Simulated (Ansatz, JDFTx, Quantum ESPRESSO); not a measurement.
## Fitting the PBEsol energy curve of NaF

It takes space group Fm-3m (No. 225, cubic). Conventional cell: a = 4.640 Å, b = 4.640 Å, c = 4.640 Å, α = 90.00°, β = 90.00°, γ = 90.00°. Na (site symmetry m-3m) is surrounded by 6 F at 2.32 Å. Around F (site symmetry m-3m) lie 6 Na at 2.32 Å.

The cell was scaled at fixed shape and fractions and run with Ansatz, Ansatz PAW, cutoff 420 eV; PBEsol, k mesh 10 × 10 × 10 on the cell of 2 atoms, gaussian occupations of 0.05 eV, no spin polarisation, no spin-orbit coupling. The potentials were made for PBE. Energies are those that the program minimises, any entropy of the smearing included.

```csv
V (Å³/atom),energy over the lowest row (meV/atom)
11.7379,5.887
11.9877,2.154
12.2374,0.222
12.4872,0.000
12.7369,?
12.9867,3.771
13.2364,7.515
```

Question: Fit the third-order Birch-Murnaghan form, give V0, B0 and B′, and predict the energy left open.

Answer: With y = (V0/V)^(2/3), E = E0 + (9 V0 B0/16) [(y - 1)³ B′ + (y - 1)² (6 - 4y)]. Least squares through the rows shown give V0 = 12.4016 Å³/atom, E0 = -0.100 meV, B0 = 48.89 GPa (1 eV/Å³ = 160.218 GPa) and B′ = 4.47, with a largest miss of 0.018 meV. At V = 12.7369 the form with these constants gives 1.217 meV; the run gave 1.247 meV an atom. Other set-ups at this level, from all their volumes (Å³/atom, GPa): JDFTx, PseudoDojo-SR-PBEsol-0.4.1-standard with smoothed tails: V0 12.390, B0 48.53; Ansatz, all-electron LAPW, scalar-relativistic: V0 12.404, B0 48.48; Quantum ESPRESSO, PseudoDojo 0.4.1 SR PBEsol standard: V0 12.393, B0 48.54.
